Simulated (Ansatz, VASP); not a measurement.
**One calculation of Hg, two programs**

Contents of INCAR:

```
  PREC = Accurate
  ENCUT = 520
  EDIFF = 1E-6
  ISMEAR = -1
  SIGMA = 0.2
  LREAL = False
  LASPH = True
  NELM = 60
  ALGO = Normal
  ISIF = 2
  LWAVE = False
  LCHARG = False
  GGA = PE
  NBANDS = 12
```

The input KPOINTS:

```
Automatic mesh
0
Gamma
  10 10 10
```

Contents of POSCAR:

```
Hg
1.0
    2.0783995336      1.1999645302      1.9747385792
   -2.0783995336      1.1999645302      1.9747385792
    0.0000000000     -2.3999290604      1.9747385791
Hg
1
Direct
    0.0000000000      1.0000000000      0.0000000000
```

Input for Ansatz:

```yaml
crystal:
  lattice:
    - [2.0783995336, 1.1999645302, 1.9747385792]
    - [-2.0783995336, 1.1999645302, 1.9747385792]
    - [0.0, -2.3999290604, 1.9747385791]
  atoms:
    - { symbol: Hg, position: [0.0, 1.0, 0.0] }
hamiltonian:
  xc: pbe
  pseudopotentials:
    kind: paw
    azcp:
      Hg: "pseudopotentials/Hg.paw.azcp"
basis:
  ecutwfc: 420
  fft_grid_basis: typed
kpoints:
  mp_grid: { grid: [10, 10, 10], shift: [0, 0, 0] }
magnetization:
  spin_polarized: false
scf:
  occupations: { method: fermi_dirac, width: 0.2 }
  lower_state_search: "off"
output:
  stress: true
```

Alike in both runs: task single point; functional PBE; k mesh 10 × 10 × 10; occupations fermi-dirac, width 0.2 eV; no spin polarisation.

|  | VASP | Ansatz |
| --- | --- | --- |
| version | VASP 6.6.1 | Ansatz 0.2.0 |
| potentials or method | VASP PAW PBE potentials, release 64 (Hg) | plane waves (420 eV) with PAW, scalar-relativistic |
| plane-wave cutoff (eV) | 520 | 420 |
| valence electrons in the cell | 12 | 20 |

```tsv
	VASP	Ansatz	Ansatz less VASP
pressure (GPa)	0.1	-0.1	-0.17
largest component of the traceless stress (GPa)	0.07	0.10	+0.038
```

The two sets of potentials don't hold the same shells in valence.

The runs have no spin-orbit coupling, so splittings on Hg are missing.
